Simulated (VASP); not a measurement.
A run of VASP 6.6.1 is set up as follows.

The input INCAR:

```
PREC = Accurate
ENCUT = 600
EDIFF = 1E-6
ISMEAR = 1
SIGMA = 0.1
LREAL = F
LASPH = T
NELM = 80
ALGO = Normal
ISIF = 3
LWAVE = F
LCHARG = F
GGA = PE
IBRION = 2
NSW = 90
EDIFFG = -0.01
```

File KPOINTS:

```
regular mesh
0
Gamma
  18 18 18
```

Contents of POSCAR:

```
Cu
1.0
    0.0000000000      1.8075000000      1.8075000000
    1.8075000000      0.0000000000      1.8075000000
    1.8075000000      1.8075000000      0.0000000000
Cu
1
Direct
    0.0000000000      0.0000000000      0.0000000000
```

Potentials or basis: VASP PAW PBE potentials, release 64 (Cu).

Run with:

```bash
$ cat potpaw_PBE.64/Cu/POTCAR > POTCAR
$ mpirun -np 1 vasp_std > vasp.out
```

Predict the relaxed volume.

12.01 Å³/atom.

Predict the space group after relaxing (to 0.05 Å).

Fm-3m (No. 225).

Predict the band gap on the k mesh.

none (metal or under the smearing width).

What does it give for the relaxed cell?

a = 2.571 Å, b = 2.571 Å, c = 2.571 Å, α = 60.00°, β = 60.00°, γ = 60.00°.

Step by step:
| step | energy change (eV) | largest force (eV/Å) | pressure (GPa) | volume (Å³) |
| --- | --- | --- | --- | --- |
| 1 | 0.0000 | 0.0000 | 2.58 | 11.81 |
| 2 | -0.0011 | 0.0000 | -1.33 | 12.14 |
| 3 | -0.0016 | 0.0000 | 0.07 | 12.01 |
